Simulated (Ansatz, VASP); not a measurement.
Two plane-wave programs on Cu

```
CELL_PARAMETERS angstrom
-0.05423 1.78039 1.78039
1.78039 -0.05423 1.78039
1.78039 1.78039 -0.05423
ATOMIC_POSITIONS crystal
Cu 0.00000 0.00000 0.00000
```

Change from the starting cell: equal xy, yz and zx shear strains of -3 %, PAW files.

Alike in both runs: task electric field gradients; functional PBE; k mesh 19 × 19 × 19; occupations fermi-dirac, width 0.08 eV; no spin polarisation.

```csv
,VASP,Ansatz
version,VASP 6.6.1,Ansatz 0.2.0
potentials or method,"VASP PAW PBE potentials, release 64 (Cu)","PAW with Ansatz's default frozen-core files, scalar-relativistic"
plane-wave cutoff (eV),520,420
valence electrons in the cell,11,19
```

VASP gave:

```
pressure (GPa)                                                 : 2.7
largest component of the traceless stress (GPa)                : 2.17
Vzz of the field gradient on the site that differs most (V/Å²) : -1.7
```

Which values does Ansatz return?

Pressure (GPa): 2.2; largest component of the traceless stress (GPa): 2.20; Vzz of the field gradient on the site that differs most (V/Å²): -0.3.

The functional is the same, so the differences come from potentials, cutoffs and numerics. The two sets of potentials don't hold the same shells in valence.
